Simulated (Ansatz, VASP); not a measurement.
# Two plane-wave programs on GaP

INCAR

```
  PREC = Accurate
  ENCUT = 600
  EDIFF = 1E-6
  ISMEAR = 0
  SIGMA = 0.02
  LREAL = F
  LASPH = T
  NELM = 100
  ALGO = Normal
  ISIF = 3
  LWAVE = F
  LCHARG = F
  GGA = PE
  IBRION = 2
  NSW = 100
  EDIFFG = -0.01
```

File KPOINTS:

```
Automatic mesh
0
Gamma
  8 8 8
```

The input POSCAR:

```
GaP
1.0
    0.0000000000      2.7258124400      2.7258124400
    2.7258124400      0.0000000000      2.7258124400
    2.7258124400      2.7258124400      0.0000000000
Ga P
1 1
Direct
    0.0000000000      0.0000000000      0.0000000000
    0.2500000000      0.2500000000      0.2500000000
```

Input for Ansatz:

```yaml
crystal:
  lattice:
    - [0.0, 2.72581244, 2.72581244]
    - [2.72581244, 0.0, 2.72581244]
    - [2.72581244, 2.72581244, 0.0]
  atoms:
    - { symbol: Ga, position: [0.0, 0.0, 0.0] }
    - { symbol: P, position: [0.25, 0.25, 0.25] }
basis:
  ecutwfc: 420
kpoints:
  mp_grid: { grid: [8, 8, 8] }
hamiltonian:
  xc: pbe
scf:
  occupations: { method: gaussian, width: 0.02 }
output:
  forces: true
  stress: true
  eigenvalues: true
  write_density: true
  write_potential: true
  elf: true
  volumetric_format: npy
relax:
  adjacent_minimum: "off"
  f_tol: 0.01
  max_steps: 80
  cell: { stress_tol: 0.05 }
```

Alike in both runs: task relaxation of cell and atoms; functional PBE; k mesh 8 × 8 × 8; occupations gaussian, width 0.02 eV; no spin polarisation.

|  | VASP | Ansatz |
| --- | --- | --- |
| version | VASP 6.6.1 | Ansatz 0.2.0 |
| potentials or method | VASP PAW PBE potentials, release 64 (Ga_d, P) | scalar-relativistic, plane waves, PAW |
| plane-wave cutoff (eV) | 600 | 420 |
| valence electrons in the cell | 18 | 18 |

|  | VASP | Ansatz | Ansatz less VASP |
| --- | --- | --- | --- |
| gap on the k mesh at the Fermi level, each at its own relaxed structure (eV) | 1.58 | 1.58 | +0.005 |
| relaxed volume (Å³/atom) | 20.86 | 20.86 | -0.006 |
| relaxed cell length with the largest relative difference (Å) | 3.893 | 3.893 | -0.0004 |
| energy change over the relaxation (meV/atom) | -4 | -5 | -0.1 |

A k mesh can miss the band edges.
